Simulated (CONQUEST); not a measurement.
## InP under changes of volume

One of the cells (25.167 Å³/atom); the others are scaled copies at fixed shape and fractional positions:

```xyz
4
Lattice="4.1444 0.0000 0.0000 0.0000 4.1444 0.0000 0.0000 0.0000 5.8610" Properties=species:S:1:pos:R:3 pbc="T T T"
In    0.0000    0.0000    0.0000
In    2.0722    2.0722    2.9305
P     0.0000    2.0722    1.4652
P     2.0722    0.0000    4.3957
```

| Quantity | Value |
| --- | --- |
| Program | CONQUEST 1.3 |
| Functional | PBEsol |
| Potentials or basis | PseudoDojo NC PBEsol, DZP, grid of 40 × 40 × 60 points |
| k mesh | 7 × 7 × 5 |
| Occupations | fermi-dirac, width 0.05 eV |
| Spin | no spin polarisation |

| volume (Å³/atom) | energy over the lowest point (meV/atom) | pressure (GPa) | gap on the mesh (eV) |
| --- | --- | --- | --- |
| 23.657 | 36.25 | 6.4 | 1.04 |
| 24.160 | ? | ? | ? |
| 24.663 | 7.90 | 2.8 | 0.78 |
| 25.167 | 1.63 | 1.2 | 0.66 |
| 25.670 | 0.00 | -0.2 | 0.55 |
| 26.173 | 2.56 | -1.5 | 0.43 |
| 26.677 | 8.89 | -2.5 | 0.32 |

Q: What does the run at 24.160 Å³/atom give?

A: Energy over the lowest point 19.23 meV/atom; pressure 4.5 GPa; gap on the mesh 0.91 eV.

Worked out: A Birch-Murnaghan fit of order 3 (a polynomial in V^(-2/3)) to the other rows has its minimum at 25.61 Å³/atom with B0 = V·E''(V) = 69 GPa and B' = 4.1. It gives 19.25 meV/atom at 24.160 Å³/atom, against the run's 19.23, and -dE/dV = 4.5 GPa, against 4.5. A straight line through the other rows of the gap, of slope -5.97 eV per unit of ln V, gives 0.91 eV, against the run's 0.91.

Energies are extrapolated to zero smearing.

Caveats: spin-orbit coupling is left out, which moves the levels of the heavy elements; an odd mesh through Γ misses points on the zone boundary, where band edges often lie; the basis of atomic orbitals isn't converged, which shifts pressures, moduli and gaps; the real-space grid breaks the cell's symmetry a little (some runs).
